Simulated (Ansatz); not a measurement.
An Ansatz input:

```yaml
crystal:
  lattice:
    - [0.0, 2.0536225657, 2.0536225657]
    - [2.0536225657, 0.0, 2.0536225657]
    - [2.0536225657, 2.0536225657, 0.0]
  atoms:
    - { symbol: Ta, position: [0.0, 0.0, 0.0] }
hamiltonian:
  xc: pbe
  pseudopotentials:
    kind: paw
    azcp:
      Ta: "pseudopotentials/Ta.paw.azcp"
basis:
  ecutwfc: 420
  fft_grid_basis: typed
kpoints:
  mp_grid: { grid: [14, 14, 14], shift: [0, 0, 0] }
magnetization:
  spin_polarized: false
scf:
  occupations: { method: fermi_dirac, width: 0.1 }
  lower_state_search: "off"
output:
  stress: true
  write_density: true
  write_potential: true
  elf: true
  volumetric_format: npy
```

Output

```
Engine: ansatz 0.2.0, x86_64-unknown-linux-gnu
Pseudopotentials: kind: paw
Pseudopotential: Ta, paw, valence charge 13, recommended cutoff 420 eV (normal) 
Functional definition: PBE
  parameter kappa = 0.804
  parameter beta = 0.06672455060314922
  exchange = pbe_x(kappa = kappa, mu = beta*pi^2/3)
  correlation = pbe_c(beta = beta)
Crystal: 1 atoms, lattice volume = 17.322 Å³
Basis set: ecut = 420 eV, 331 PW (Γ)
Bands: 11, of which v1, the nominal top of the filled ones, is band 7 counted from 1 (6 counted from 0)
Symmetry: 48 space group operations
Space group: Fm-3m (ITA 225), of the structure as read, at distance tolerance 2.6e-5 Å
k-points: 104 of 2744
Non-local potential: Ta, projectors of the file, l = 0: 3, l = 1: 2, l = 2: 2, l = 3: 1
PAW form: soft (Blöchl's): semilocal exchange-correlation on the pseudo side does not see the compensation charge
PAW one-centre angular grid: Ta, 590 points (default); XC on 64 Gauss nodes
Initial density: superposition of atomic densities (neutral atoms: chi_scale 0, normalization atom), corrected by the library's trained network
Initial wavefunctions: pseudopotential atomic-orbital guess
Functional: x = pbe(κ = 0.804, μ = 0.2195149727645171), c = pbe(β = 0.06672455060314922)
SCF iter   1: F=—  HF=-9931.947904 eV  |F-HF|=—  |Δ(HF+E_count)|=         —  Δρ=2.75e-3  dr2=5.25e-4  ethr=1.77e-3  ⟨swp⟩=5.2  Hψ=6390  notcnv=0
SCF iter   2: F=—  HF=-9931.947876 eV  |F-HF|=—  |Δ(HF+E_count)|=   2.83e-5  Δρ=1.40e-3  dr2=1.20e-4  ethr=4.04e-6  ⟨swp⟩=2.3  Hψ=2434  notcnv=0
SCF iter   3: F=—  HF=-9931.947974 eV  |F-HF|=—  |Δ(HF+E_count)|=   9.84e-5  Δρ=1.60e-4  dr2=1.23e-6  ethr=9.25e-7  ⟨swp⟩=1.9  Hψ=1306  notcnv=0
SCF iter   4: F=—  HF=-9931.947976 eV  |F-HF|=—  |Δ(HF+E_count)|=   1.13e-6  Δρ=4.24e-5  dr2=7.65e-8  ethr=9.44e-9  ⟨swp⟩=2.2  Hψ=1476  notcnv=0
iter 5 did not close the SCF: its close was put off for the readings that it lacked (scf_convergence_deferred on its scf_iter line)
SCF iter   5: F=-9931.947976 eV  HF=-9931.947976 eV  |F-HF|=4.72e-9  |Δ(HF+E_count)|=   4.06e-9  Δρ=8.83e-6  dr2=6.33e-9  ethr=5.89e-10  ⟨swp⟩=2.3  Hψ=1808  notcnv=0
SCF iter   6: F=-9931.947976 eV  HF=-9931.947976 eV  |F-HF|=8.19e-11  |Δ(HF+E_count)|=   3.12e-9  Δρ=1.73e-6  dr2=1.81e-10  ethr=4.87e-11  ⟨swp⟩=5.0  Hψ=5753  notcnv=0
SCF 1 converged in 6 iterations: F = -9931.947976 eV  dr2 = 1.81e-10
SCF converged after 6 iterations
Free energy (F): -9931.947976 eV
Harris-Foulkes:  -9931.947976 eV  (|F-HF|=8.19e-11)
Internal energy: -9931.909968 eV  (E = F + TS)
E sigma→0 (E₀):  -9931.928972 eV
Entropy (-TS):   -0.038007 eV (-38.007 meV/atom)
Fermi energy:    19.909975 eV
--- Per-component energies (eV) ---
  E_band       = -91.710604
  E_kinetic    = 368.080026
  E_local      = -524.915622  (includes V_loc(G=0)·N_el)
  E_nonlocal   = 15.145713
  E_hartree    = 184.086102
  E_xc         = -219.168254
  E_vxc        = -204.978115  (∫ρ·V_xc dr)
  E_paw        = -8396.874155  (= ΣΔE_a)
  E_vpaw       = -113.214866  (= ΣTr[D̂ρ^β])
  E_aug_tail   = 0.000129  (compensation charges beyond the density's cutoff)
  E_ewald      = -1358.263908
  E_smearing   = -0.038007  (= −TS)
  E_closure    = -0.000000  (closes the sum)
  Σ components = -9931.947976   (vs F -9931.947976, Δ=0.00e0)
--- Stress (GPa, compression-positive) ---
       18.557524      -0.000000      -0.000000
        0.000000      18.557524       0.000000
        0.000000       0.000000      18.557524
  P = ⅓ Tr σ = 18.5575 GPa (185.575 kbar)
--- Band table (eV; the first three rows and the last of 104) ---
  k-point 0: bands = ["-47.4936", "-13.3970", "-13.3970", "-13.3970", "11.4329", "20.2910", "20.2910", "20.2910", "23.6419", "23.6419", "32.2082"]
  k-point 1: bands = ["-47.4873", "-13.4687", "-13.4059", "-13.4059", "11.6575", "20.0949", "20.3981", "20.3981", "23.5310", "23.5310", "32.6729"]
  k-point 2: bands = ["-47.4698", "-13.6658", "-13.4305", "-13.4305", "12.2892", "19.6383", "20.6441", "20.6441", "23.3352", "23.3352", "33.6822"]
  k-point 103: bands = ["-47.3239", "-14.3538", "-14.1828", "-13.8953", "16.6708", "18.0031", "19.3381", "22.2430", "27.0623", "30.6099", "30.7691"]
```

Command:

```sh
ansatz run input.yaml --threads 1 --pin off --max-ram 3584MiB --backend cpu --events-out ev --progress --plain --runs-dir out
```

On 1 thread of Intel(R) Xeon(R) Platinum 8259CL CPU @ 2.50GHz (Skylake/Cascade Lake) (shared host) this took about 3.2 s of wall time and 3.2 s of CPU time.
